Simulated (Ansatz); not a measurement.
# What a change of settings does to a run on Ge

The cell is built from the hcp type as a first guess.

First run: DFT, PBE, PAW with Ansatz's default frozen-core files, scalar-relativistic (Ansatz 0.2.0).

Command: `ansatz run input.yaml --threads 1 --pin off --max-ram 2048MiB --backend cpu --events-out ev --progress --plain --runs-dir out` The run took 68 s on 1 thread of Arm Neoverse N1, with other jobs on the host, peak memory 0.36 GiB.

```yaml
crystal:
  lattice:
    - [2.5202003676, 0.0, 0.0]
    - [-1.2601001838, 2.182557541, 0.0]
    - [0.0, 0.0, 4.0827245956]
  atoms:
    - { symbol: Ge, position: [0.3333333333, 0.6666666667, 0.25] }
    - { symbol: Ge, position: [0.6666666667, 0.3333333333, 0.75] }
kpoints:
  mp_grid: { grid: [15, 15, 8] }
scf:
  occupations: { method: fermi_dirac, width: 0.05 }
hamiltonian:
  xc: pbe
  pseudopotentials: { kind: paw }
output:
  forces: true
  stress: true
  write_density: true
  write_potential: true
  elf: true
  volumetric_format: npy
relax:
  f_tol: 0.005
  max_steps: 80
  cell: {}
```

Result: converged; relaxed volume 19.380 Å³/atom; 65 SCF iterations in all.

The input is then changed:

```diff
@@ -11,17 +11,17 @@
 scf:
   occupations: { method: fermi_dirac, width: 0.05 }
+  eigensolver: { kind: davidson }
+  convergence: { dr2_threshold: 1.0e-11 }
 hamiltonian:
-  xc: pbe
+  xc: revpbe
   pseudopotentials: { kind: paw }
 output:
   forces: true
   stress: true
-  write_density: true
-  write_potential: true
-  elf: true
-  volumetric_format: npy
 relax:
   f_tol: 0.005
   max_steps: 80
   cell: {}
+basis:
+  precision: f64
```

**Question.** What does the second run give?

**Answer.** It converged; relaxed volume 19.718 Å³/atom; 101 SCF iterations in all.
